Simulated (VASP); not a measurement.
# InP (Fm-3m) in VASP: a series of runs

Runs on InP. Level: PBEsol. Tasks: single point.

Program: VASP 6.6.1. These are calculated values, not measurements. Logs are shortened: lines on timing, memory, paths and dates and some standing lists are left out, and cuts for length are marked.

## 1. The structure

It takes space group Fm-3m (No. 225, cubic). Conventional cell: a = 5.538 Å, b = 5.538 Å, c = 5.538 Å, α = 90.00°, β = 90.00°, γ = 90.00°. Around In (site symmetry m-3m) lie 6 P at 2.77 Å. P (site symmetry m-3m) is surrounded by 6 In at 2.77 Å.

Measurements of this composition are mostly on another form, of space group No. 216.

## 2. Single point, PBEsol

The input, INCAR:

```
SYSTEM = InP
PREC = Accurate ; ENCUT = 500
EDIFF = 1E-4 ; ISMEAR = 0
SIGMA = 0.05 ; LREAL = .FALSE.
LASPH = .TRUE. ; NELM = 100
ALGO = Normal ; ISIF = 2
LWAVE = .FALSE. ; LCHARG = .FALSE.
GGA = PS ; ADDGRID = .FALSE.
```

The input, KPOINTS:

```
regular mesh
0
G
  10 10 10
  0 0 0
```

The input, POSCAR:

```
InP
1.0
    0.0000000000      2.7688340000      2.7688340000
    2.7688340000      0.0000000000      2.7688340000
    2.7688340000      2.7688340000      0.0000000000
In P
1 1
Direct
    0.0000000000      0.0000000000      0.0000000000
    0.5000000000      0.5000000000      0.5000000000
```

Potentials or basis: VASP PAW PBE potentials, release 64 (In_d, P).

The run is started by

```bash
$ cat potpaw_PBE.64/In_d/POTCAR potpaw_PBE.64/P/POTCAR > POTCAR
$ mpirun -np 1 vasp_std > vasp.out
```

OUTCAR:

```text
SYSTEM = InP
   PREC = Accurate
   ENCUT = 500
   EDIFF = 1E-4
   ISMEAR = 0
   LREAL = .FALSE.
   LASPH = .TRUE.
   NELM = 100
   ISIF = 2
   GGA = PS

 Found     47 irreducible k-points:

 Following reciprocal coordinates:
            Coordinates               Weight
  0.000000  0.000000  0.000000      1.000000
  0.100000  0.000000  0.000000      8.000000
  0.200000  0.000000  0.000000      8.000000
  0.300000  0.000000  0.000000      8.000000
  0.400000  0.000000  0.000000      8.000000
  0.500000  0.000000  0.000000      4.000000
   k-points           NKPTS =     47   k-points in BZ     NKDIM =     47   number of bands    NBANDS=     13
   number of dos      NEDOS =    301   number of ions     NIONS =      2
   total plane-waves  NPLWV =  27000
   dimension x,y,z NGX =    30 NGY =   30 NGZ =   30
   dimension x,y,z NGXF=    60 NGYF=   60 NGZF=   60
   ions per type =               1   1
   NGX,Y,Z   is equivalent  to a cutoff of  12.74, 12.74, 12.74 a.u.
   NGXF,Y,Z  is equivalent  to a cutoff of  25.47, 25.47, 25.47 a.u.
 SYSTEM =  InP
   PREC   = accura    normal or accurate (medium, high low for compatibility)
   ISTART =      0    job   : 0-new  1-cont  2-samecut
   ICHARG =      2    charge: 1-file 2-atom 10-const
   ISPIN  =      1    spin polarized calculation?
   LNONCOLLINEAR =      F non collinear calculations
   LSORBIT =      F    spin-orbit coupling
   LASPH  =      T    aspherical Exc in radial PAW
   ENCUT  =  500.0 eV  36.75 Ry    6.06 a.u.   7.14  7.14  7.14*2*pi/ulx,y,z
   NELM   =    100;   NELMIN=  2; NELMDL= -5     # of ELM steps
   EDIFF  = 0.1E-03   stopping-criterion for ELM
   LREAL  =      F    real-space projection
   EDIFFG = 0.1E-02   stopping-criterion for IOM
   NSW    =      0    number of steps for IOM
   IBRION =     -1    ionic relax: 0-MD 1-quasi-New 2-CG
   NFREE  =      0    steps in history (QN), initial steepest desc. (CG)
   ISIF   =      2    stress and relaxation
   ISYM   =      2    0-nonsym 1-usesym 2-fastsym
   POTIM  = 0.5000    time-step for ionic-motion
   TEBEG  =    0.0;   TEEND  =   0.0 temperature during run
   PSTRESS=    0.0 pullay stress
   NELECT =      18.0000    total number of electrons
   NUPDOWN=      -1.0000    fix difference up-down
   EMIN   =  10.00;   EMAX   =-10.00  energy-range for DOS
   EFERMI =   0.00;   METHOD = LEGACY
   ISMEAR =     0;   SIGMA  =   0.05  broadening in eV -4-tet -1-fermi 0-gaus
   EFERMI_NEDOS =   21; number of points for ismear=-14 and -15
   IALGO  =     38    algorithm
   IMIX   =      4    mixing-type and parameters
     AMIX     =   0.40;   BMIX     =  1.00
     AMIX_MAG =   1.60;   BMIX_MAG =  1.00
  volume/ion in A,a.u.               =      21.23       143.25
  Fermi-wavevector in a.u.,A,eV,Ry     =   1.229869  2.324115 20.579860  1.512577
  Thomas-Fermi vector in A             =   2.364739
   LORBIT       =      0    0 simple, 1 ext, 2 COOP (PROOUT), +10 PAW based schemes
   GGA     = PS    functional components
   LHFCALC =     F    Hartree Fock is set to
   AEXX    =    0.0000 exact exchange contribution
   IVDW    =     0    specifies the selected vdW correction
   LEPSILON=     F    determine dielectric tensor
   LRPA    =     F    only Hartree local field effects (RPA)
 non-spin polarized calculation
 Gauss-broadening in eV      SIGMA  =   0.05
  energy-cutoff  :      500.00
  volume of cell :       42.45
 maximum number of plane-waves:      1091
 NGX is ok and might be reduce to    30
   NGX = 15   NGY = 15   NGZ = 15

 number of electron      18.0000009 magnetization

 Free energy of the ion-electron system (eV)
  ---------------------------------------------------
  ext. energy  EPLUGINS =         0.00000000
  ---------------------------------------------------
  free energy    TOTEN  =        -8.78706588 eV

  energy without entropy =       -8.78570247  energy(sigma->0) =       -8.78638418

 E-fermi :   6.8739     XC(G=0): -10.5538

 val. band max:        6.8601137038   @ k =   0.5000   0.3000   0.0000
 cond. band min:       6.9434918998   @ k =  -0.1000   0.1000   0.0000
 fundamental gap:      0.0833781960
 Fermi energy:         6.8739296474

 k-point     1 :       0.0000    0.0000    0.0000
  band No.  band energies     occupation
      1      -7.1921      2.00000
      2      -7.1921      2.00000
      3      -7.1696      2.00000
      4      -7.1696      2.00000
      5      -7.1696      2.00000
      6      -5.1106      2.00000
      7       6.6424      2.00000
      8       6.6424      2.00000
      9       6.6424      2.00000
     10       7.3924      0.00000
     11      13.9861      0.00000
     12      13.9861      0.00000
     13      13.9861      0.00000

 k-point     2 :       0.1000    0.0000    0.0000
  band No.  band energies     occupation
      1      -7.1968      2.00000
      2      -7.1968      2.00000
      3      -7.1700      2.00000
      4      -7.1630      2.00000
      5      -7.1630      2.00000
      6      -4.9855      2.00000
      7       5.3346      2.00000
      8       6.6629      2.00000
      9       6.6629      2.00000
     10       8.5073      0.00000
     11      13.2325      0.00000
     12      13.7538      0.00000
     13      13.7538      0.00000
[... 33 lines left out ...]
 k-point     5 :       0.4000    0.0000    0.0000
  band No.  band energies     occupation
      1      -7.2488      2.00000
      2      -7.2488      2.00000
      3      -7.1802      2.00000
      4      -7.0938      2.00000
      5      -7.0938      2.00000
      6      -3.3769      2.00000
      7       0.8187      2.00000
      8       7.0025      0.00028
      9       7.0025      0.00028
     10       9.4240      0.00000
     11      10.5754      0.00000
     12      10.5754      0.00000
     13      12.1160      0.00000

 k-point     6 :       0.5000    0.0000    0.0000
  band No.  band energies     occupation
      1      -7.2551      2.00000
      2      -7.2551      2.00000
      3      -7.1820      2.00000
      4      -7.0854      2.00000
      5      -7.0854      2.00000
      6      -3.0138      2.00000
      7       0.2423      2.00000
      8       7.0757      0.00000
      9       7.0757      0.00000
     10       9.3246      0.00000
     11      10.2803      0.00000
     12      10.2803      0.00000
     13      12.0759      0.00000

 [... further k-points ...]

------------------------ aborting loop because EDIFF is reached ----------------------------------------

  FORCE on cell =-STRESS in cart. coord.  units (eV):
  Direction    XX          YY          ZZ          XY          YZ          ZX
  --------------------------------------------------------------------------------------
  -------------------------------------------------------------------------------------
  Total       -0.8182606     -0.8182606     -0.8182606      0.0000000      0.0000000     -0.0000000
  in kB      -30.8802957    -30.8802957    -30.8802957      0.0000000      0.0000000     -0.0000000
  external PRESSURE =     -30.8802957 kB  Pullay stress =       0.0000000 kB

 VOLUME and BASIS-vectors are now :
 -----------------------------------------------------------------------------
  energy-cutoff  :      500.00
  volume of cell :       42.45
      direct lattice vectors                 reciprocal lattice vectors
     0.000000000  2.768834000  2.768834000    -0.180581429  0.180581429  0.180581429
     2.768834000  0.000000000  2.768834000     0.180581429 -0.180581429  0.180581429
     2.768834000  2.768834000  0.000000000     0.180581429  0.180581429 -0.180581429

 POSITION                                       TOTAL-FORCE (eV/Angst)
 -----------------------------------------------------------------------------------
      0.00000      0.00000      0.00000        -0.000000      0.000000     -0.000000
      2.76883      2.76883      2.76883         0.000000     -0.000000      0.000000
 -----------------------------------------------------------------------------------
    total drift:                               -0.000000      0.000000      0.000000

  FREE ENERGIE OF THE ION-ELECTRON SYSTEM (eV)
  ---------------------------------------------------
  free  energy   TOTEN  =        -8.7870658777 eV

  energy  without entropy=       -8.7857024728  energy(sigma->0) =       -8.78638418
```

stdout:

```text
POSCAR found type information on POSCAR InP
 POSCAR found :  2 types and       2 ions
 scaLAPACK will be used
 -----------------------------------------------------------------------------
|                                                                             |
|                                                                             |
|     You enforced a specific xc type in the INCAR file but a different       |
|     I HOPE YOU KNOW WHAT YOU ARE DOING!                                     |
|                                                                             |
 -----------------------------------------------------------------------------

 LDA part: xc-table for (Slater+PW92), standard interpolation
 POSCAR, INCAR and KPOINTS ok, starting setup
 FFT: planning ... GRIDC
 FFT: planning ... GRID_SOFT
 FFT: planning ... GRID
 WAVECAR not read
 entering main loop
```

Wall time 22 s (1 thread of Intel Xeon Platinum 8488C (Sapphire Rapids), shared host); peak memory 0.18 GiB.

The run converged, but some of its settings lie outside the range that counts as converged, so its numbers aren't taken as properties of the crystal.

What came out:

- Free energy: -8.7871 eV
- Pressure: -3.1 GPa
- Band gap on the k mesh: none (metal or under the smearing width)

Caveat: the PAW data sets were made with another functional, which shifts forces and pressure a little.

## 3. Single point, PBEsol

The input, INCAR:

```
SYSTEM = InP
PREC = Accurate ; ENCUT = 400
EDIFF = 1E-6 ; ISMEAR = 0
SIGMA = 0.05 ; LREAL = .FALSE.
LASPH = .TRUE. ; NELM = 100
ALGO = Normal ; ISIF = 2
LWAVE = .FALSE. ; LCHARG = .FALSE.
GGA = PS ; ADDGRID = .FALSE.
```

The input, KPOINTS:

```
regular mesh
0
G
  12 12 12
  0 0 0
```

POSCAR is that of step 2.

Potentials or basis: VASP PAW PBE potentials, release 64 (In_d, P).

The run is started by

```bash
$ cat potpaw_PBE.64/In_d/POTCAR potpaw_PBE.64/P/POTCAR > POTCAR
$ mpirun -np 1 vasp_std > vasp.out
```

OUTCAR:

```text
SYSTEM = InP
   PREC = Accurate
   ENCUT = 400
   EDIFF = 1E-6
   ISMEAR = 0
   LREAL = .FALSE.
   LASPH = .TRUE.
   NELM = 100
   ISIF = 2
   GGA = PS

 Found     72 irreducible k-points:

 Following reciprocal coordinates:
            Coordinates               Weight
  0.000000  0.000000  0.000000      1.000000
  0.083333  0.000000  0.000000      8.000000
  0.166667  0.000000  0.000000      8.000000
  0.250000  0.000000  0.000000      8.000000
  0.333333  0.000000  0.000000      8.000000
  0.416667  0.000000  0.000000      8.000000
   k-points           NKPTS =     72   k-points in BZ     NKDIM =     72   number of bands    NBANDS=     13
[... 176 lines left out ...]
  --------------------------------------------------------------------------------------
  -------------------------------------------------------------------------------------
  Total       -0.9022025     -0.9022025     -0.9022025     -0.0000000     -0.0000000      0.0000000
  in kB      -34.0481773    -34.0481773    -34.0481773     -0.0000000     -0.0000000      0.0000000
  external PRESSURE =     -34.0481773 kB  Pullay stress =       0.0000000 kB

 VOLUME and BASIS-vectors are now :
 -----------------------------------------------------------------------------
  energy-cutoff  :      400.00
  volume of cell :       42.45
      direct lattice vectors                 reciprocal lattice vectors
     0.000000000  2.768834000  2.768834000    -0.180581429  0.180581429  0.180581429
     2.768834000  0.000000000  2.768834000     0.180581429 -0.180581429  0.180581429
     2.768834000  2.768834000  0.000000000     0.180581429  0.180581429 -0.180581429

 POSITION                                       TOTAL-FORCE (eV/Angst)
 -----------------------------------------------------------------------------------
      0.00000      0.00000      0.00000        -0.000000     -0.000000     -0.000000
      2.76883      2.76883      2.76883         0.000000      0.000000      0.000000
 -----------------------------------------------------------------------------------
    total drift:                               -0.000000      0.000000      0.000000

  FREE ENERGIE OF THE ION-ELECTRON SYSTEM (eV)
  ---------------------------------------------------
  free  energy   TOTEN  =        -8.7745316751 eV

  energy  without entropy=       -8.7736043184  energy(sigma->0) =       -8.77406800
```

OSZICAR:

```text
N       E                     dE             d eps       ncg     rms          rms(c)
DAV:   1     0.100410604544E+03    0.10041E+03   -0.75474E+03  1905   0.136E+03
DAV:   2    -0.276097213207E+01   -0.10317E+03   -0.10001E+03  1987   0.305E+02
DAV:   3    -0.890570787654E+01   -0.61447E+01   -0.59273E+01  2423   0.791E+01
DAV:   4    -0.906035576052E+01   -0.15465E+00   -0.15434E+00  2289   0.131E+01
DAV:   5    -0.906738836032E+01   -0.70326E-02   -0.70319E-02  2733   0.244E+00    0.454E+00
DAV:   6    -0.879183715181E+01    0.27555E+00   -0.58710E-01  2637   0.153E+01    0.259E+00
DAV:   7    -0.877694554979E+01    0.14892E-01   -0.94156E-02  2703   0.348E+00    0.102E+00
DAV:   8    -0.877470029288E+01    0.22453E-02   -0.80587E-03  2458   0.138E+00    0.196E-01
DAV:   9    -0.877453186968E+01    0.16842E-03   -0.99889E-04  2762   0.585E-01    0.881E-02
DAV:  10    -0.877452970426E+01    0.21654E-05   -0.64092E-05  2569   0.102E-01    0.504E-02
DAV:  11    -0.877453135432E+01   -0.16501E-05   -0.12731E-05  2248   0.409E-02    0.873E-03
DAV:  12    -0.877453167508E+01   -0.32076E-06   -0.87614E-07  1176   0.137E-02
   1 F= -.87745317E+01 E0= -.87740680E+01  d E =-.927357E-03
```

stdout:

```text
POSCAR found type information on POSCAR InP
 POSCAR found :  2 types and       2 ions
 scaLAPACK will be used
 -----------------------------------------------------------------------------
|                                                                             |
|                                                                             |
|     You enforced a specific xc type in the INCAR file but a different       |
|     I HOPE YOU KNOW WHAT YOU ARE DOING!                                     |
|                                                                             |
 -----------------------------------------------------------------------------

 LDA part: xc-table for (Slater+PW92), standard interpolation
 POSCAR, INCAR and KPOINTS ok, starting setup
 FFT: planning ... GRIDC
 FFT: planning ... GRID_SOFT
 FFT: planning ... GRID
 WAVECAR not read
 entering main loop
```

Wall time 28 s (1 thread of Intel Xeon Platinum 8488C (Sapphire Rapids), shared host); peak memory 0.16 GiB.

These settings aren't checked as converged: the numbers below hold their error.

What came out:

```yaml
Free_energy: -8.7745 eV
Pressure: -3.4 GPa
Band_gap_on_the_k_mesh: none (metal or under the smearing width)
```

Caveat: the PAW data sets were made with another functional, which shifts forces and pressure a little.

## 4. Single point, PBEsol

Changes to INCAR since step 3:

```diff
@@ -1,3 +1,3 @@
 SYSTEM = InP
-PREC = Accurate ; ENCUT = 400
+PREC = Accurate ; ENCUT = 600
 EDIFF = 1E-6 ; ISMEAR = 0
```

The input, KPOINTS:

```
regular mesh
0
G
  10 10 10
  0 0 0
```

POSCAR is that of step 3.

The run is started by

```bash
$ cat potpaw_PBE.64/In_d/POTCAR potpaw_PBE.64/P/POTCAR > POTCAR
$ mpirun -np 1 vasp_std > vasp.out
```

Run time: 24 s. Hardware: 1 thread of Intel Xeon Platinum 8488C (Sapphire Rapids), shared host; peak memory 0.18 GiB.

The run converged, but some of its settings lie outside the range that counts as converged, so its numbers aren't taken as properties of the crystal.

Results:

* Free energy: -8.7875 eV
* Pressure: -3.2 GPa
* Band gap on the k mesh: none (metal or under the smearing width)

Caveat: the PAW data sets were made with another functional, which shifts forces and pressure a little.
